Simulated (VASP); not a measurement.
## From an Ansatz input to VASP: PtS₂ (distorted 1T (CdI2) bulk)

Ansatz input

```yaml
crystal:
  lattice:
    - [3.5035, -0.015, 0.0167]
    - [-1.7647, 3.1459, -0.0509]
    - [0.0241, -0.0709, 5.0625]
  atoms:
    - { symbol: Pt, position: [0.9839, 0.034, 0.0115] }
    - { symbol: S, position: [0.2738, 0.6044, 0.2335] }
    - { symbol: S, position: [0.6975, 0.3818, 0.7889] }
kpoints:
  mp_grid: { grid: [8, 8, 4] }
hamiltonian:
  xc: pbe
scf:
  occupations: { method: fermi_dirac, width: 0.02 }
  n_extra_bands: 4
output:
  forces: true
  stress: true
  eigenvalues: true
```

Q: Translate this input to VASP.

A: 

INCAR

```
LASPH = .TRUE.
PREC = Accurate
LWAVE = .FALSE.
ISIF = 2
ISMEAR = -1
GGA = PE
NELM = 120
LREAL = .FALSE.
LCHARG = .FALSE.
SIGMA = 0.02
ENCUT = 520
EDIFF = 1E-7
NSW = 0
IBRION = -1
NBANDS = 18
```

KPOINTS

```
KPOINTS created by Atomic Simulation Environment
0
Gamma
8 8 4
0 0 0
```

POSCAR

```
Pt S
 1.0000000000000000
     3.5034999999999998   -0.0150000000000000    0.0167000000000000
    -1.7646999999999999    3.1459000000000001   -0.0509000000000000
     0.0241000000000000   -0.0709000000000000    5.0625000000000000
 Pt  S
   1   2
Cartesian
  3.3873709999999999  0.0913867500000000  0.0729192800000000
 -0.1016990300000001  1.8807198100000002  1.1559022500000000
  1.7889412800000002  1.1347091100000000  3.9860208800000003
```

VASP ran with the recommended PBE PAW datasets (22 valence electrons in the cell). Other inputs would serve too.

```csv
,Ansatz,VASP
gap between bands v and c on the k mesh,0.31 eV,0.31 eV
least direct gap on the k mesh,0.46 eV,0.47 eV
pressure,16.8 GPa,16.4 GPa
largest force,5.69 eV/Å,5.66 eV/Å
```

Datasets and cutoffs are each program's own. VASP's cell holds 22 valence electrons and Ansatz's 30. Ansatz's stress includes a Pulay correction; VASP's doesn't.
